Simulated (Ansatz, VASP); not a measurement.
**One calculation of Rh, two programs**

Contents of INCAR:

```
SYSTEM = Rh
PREC = Accurate ; ENCUT = 520
EDIFF = 1E-6 ; ISMEAR = -1
SIGMA = 0.05 ; LREAL = .False.
LASPH = .True. ; NELM = 80
ALGO = Normal ; ISIF = 2
LWAVE = .False. ; LCHARG = .False.
GGA = PE ; NBANDS = 22
```

File KPOINTS:

```
Automatic mesh
0
Gamma
  13 13 13
  0 0 0
```

POSCAR

```
Rh
1.0
    0.0000000000      2.2985838601      2.2985838601
    2.2985838601      0.0000000000      2.2985838601
    2.2985838601      2.2985838601      0.0000000000
Rh
2
Direct
   -0.1250000000     -0.1250000000     -0.1250000000
    0.1250000000      0.1250000000      0.1250000000
```

Input for Ansatz:

```yaml
crystal:
  lattice:
    - [0.0, 2.2985838601, 2.2985838601]
    - [2.2985838601, 0.0, 2.2985838601]
    - [2.2985838601, 2.2985838601, 0.0]
  atoms:
    - { symbol: Rh, position: [-0.125, -0.125, -0.125] }
    - { symbol: Rh, position: [0.125, 0.125, 0.125] }
kpoints:
  mp_grid: { grid: [13, 13, 13] }
scf:
  occupations: { method: fermi_dirac, width: 0.05 }
hamiltonian:
  xc: pbe
  pseudopotentials: { kind: all_electron, lapw: { basis_error: 0.001 } }
output:
  forces: true
  stress: true
  eigenvalues: true
  populations: true
```

Change from the starting cell: volume scaled by 0.58, LAPW.

Alike in both runs: task single point; functional PBE; k mesh 13 × 13 × 13; occupations fermi-dirac, width 0.05 eV; no spin polarisation.

|  | VASP | Ansatz |
| --- | --- | --- |
| version | VASP 6.6.1 | Ansatz 0.2.0 |
| potentials or method | VASP PAW PBE potentials, release 64 (Rh_pv) | all-electron LAPW, scalar-relativistic |
| plane-wave cutoff (eV) | 520 | see its input |

Ansatz gave:

| Quantity | Value |
| --- | --- |
| pressure (GPa) | 265.4 |

Problem. Which values does VASP return?

Solution. Pressure (GPa): 270.7.

Ansatz ran all-electron here, so the differences hold the error of VASP's frozen core and of both bases.

Caveats: the cell as given lies far from equilibrium; so large a pressure means that the cell lies far from this level's equilibrium, or that cutoff or potentials fall short (VASP).
